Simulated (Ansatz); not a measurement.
## TiC: tetragonal deformation path

The calculation used Ansatz 0.2.0, DFT PBEsol, scalar-relativistic, plane waves, PAW. The runs took a 420 eV cutoff, a Γ-centred 26×26×26 mesh and Gaussian smearing (0.15 eV). No spin polarisation. Energies are free energies at this smearing, counted from the undisturbed cell; pressure is positive in compression.

Zero of the scan (relaxed at this level):

```yaml
crystal:
  lattice:
    - [0.00000, 2.14669, 2.14669]
    - [2.14669, 0.00000, 2.14669]
    - [2.14669, 2.14669, 0.00000]
  atoms:
    - { symbol: Ti, position: [0.00000, 0.00000, 0.00000] }
    - { symbol: C, position: [0.50000, 0.50000, 0.50000] }
```

At fixed volume and fractional coordinates, lengths along (0.000, 0.000, 1.000) are scaled against those across it; ρ is that ratio over its starting value. The cell is metallic on the mesh throughout.

| ρ | ΔE (meV/atom) | pressure (GPa) |
| --- | --- | --- |
| 0.650 | ? | ? |
| 0.707 | 1600.4 | 57.3 |
| 0.780 | ? | ? |
| 0.850 | 286.1 | 13.6 |
| 0.920 | 68.1 | 3.5 |
| 0.960 | 15.5 | 0.8 |
| 1.000 | 0.0 | 0.0 |
| 1.050 | 20.2 | 1.2 |
| 1.100 | ? | ? |
| 1.200 | ? | ? |
| 1.300 | 542.6 | 33.0 |
| 1.414 | 951.6 | 56.1 |
| 1.500 | 1313.3 | 75.2 |

Task: Give the withheld values.

Result: ΔE (meV/atom) at ρ = 0.650: 2568.1; pressure (GPa) at ρ = 0.650: 80.0; ΔE (meV/atom) at ρ = 0.780: 744.3; pressure (GPa) at ρ = 0.780: 31.5; ΔE (meV/atom) at ρ = 1.100: 74.4; pressure (GPa) at ρ = 1.100: 4.5; ΔE (meV/atom) at ρ = 1.200: 263.6; pressure (GPa) at ρ = 1.200: 16.2.

Cost: 13 runs of about 3 core-minutes in all, on Intel Xeon Platinum 8488C (Sapphire Rapids) (shared hosts).